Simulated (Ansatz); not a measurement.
A generator proposed this cell of Ge.

```cif
data_structure
_symmetry_space_group_name_H-M 'P 1'
_symmetry_Int_Tables_number 1
_cell_length_a 3.8769
_cell_length_b 3.8769
_cell_length_c 4.2452
_cell_angle_alpha 90.000
_cell_angle_beta 90.000
_cell_angle_gamma 120.000
_cell_volume 55.26
loop_
_atom_site_label
_atom_site_type_symbol
_atom_site_fract_x
_atom_site_fract_y
_atom_site_fract_z
_atom_site_occupancy
Ge1 Ge 0.00000 0.50000 0.33333 1
Ge2 Ge 0.50000 0.50000 0.66667 1
Ge3 Ge 0.50000 0.00000 0.00000 1
```

Level of theory: Ansatz 0.2.0, DFT PBE, scalar-relativistic, plane waves, PAW. Settings: cutoff 420 eV, Γ-centred mesh 6×6×4 on the computed 3-atom cell, Gaussian smearing of 0.10 eV; no spin polarisation.

Energies count from the standard state of Ge at the same level.

Q: What does a single point on this coarse mesh give?

A: The pressure is 14.7 GPa (the mean over three directions, positive in compression), the largest force is 0.00 eV/Å (symmetry fixes the atoms), and the energy is +0.32 eV/atom against the standard state. The shortest distance is 2.40 Å.

Q: How much does it gain on relaxing, and where does it end?

A: Relaxing gains about 0.14 eV/atom (the start's value is from the coarse mesh, so the gain is rough) in 8 ionic steps and ends at +0.17 eV/atom on the finer mesh. The symmetry stays P6_422 (No. 181). The volume per atom grows by 17.8 %, from 18.4 to 21.7 Å³. The shortest distance goes from 2.40 Å (Ge–Ge) to 2.53 Å (Ge–Ge). Conventional cell: a = 4.127 Å, c = 4.413 Å. Around Ge lie 4 Ge at 2.53 Å.

The last run used a 12×12×10 mesh (in the run's order of axes) for its 3-atom cell and Gaussian smearing of 0.10 eV. The relaxation can't lower the symmetry of the start. Symmetry constrained the relaxation, so the result can be a saddle point.
